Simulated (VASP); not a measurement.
A run of VASP 6.6.1 is set up as follows.

Contents of INCAR:

```
SYSTEM = Ca
ALGO = Normal ; EDIFF = 1E-6
EDIFFG = -0.005 ; ENCUT = 600
IBRION = 2 ; ISIF = 3
ISMEAR = 0 ; LASPH = .True.
LCHARG = .False. ; LREAL = .False.
LWAVE = .False. ; NELM = 60
NSW = 70 ; PREC = Accurate
SIGMA = 0.1
```

Contents of KPOINTS:

```
k-points
0
Gamma
  14 14 14
  0 0 0
```

Contents of POSCAR:

```
Ca
1.0
   -2.1904916621      2.1904916621      2.1904916621
    2.1904916621     -2.1904916621      2.1904916621
    2.1904916621      2.1904916621     -2.1904916621
Ca
1
Direct
    0.0000000000      0.0000000000      0.0000000000
```

Potentials or basis: VASP PAW LDA potentials, release 64 (Ca_sv).

The run is started by

```console
$ cat potpaw_LDA.64/Ca_sv/POTCAR > POTCAR
$ mpirun -np 1 vasp_std > vasp.out
```

(1) Estimate the relaxed volume.

(2) Predict the band gap on the k mesh.

(3) What does it give for the relaxed cell?

## Answers

(1) 37.52 Å³/atom.

(2) none (metal or under the smearing width).

(3) a = 3.653 Å, b = 3.653 Å, c = 3.653 Å, α = 109.47°, β = 109.47°, γ = 109.47°.
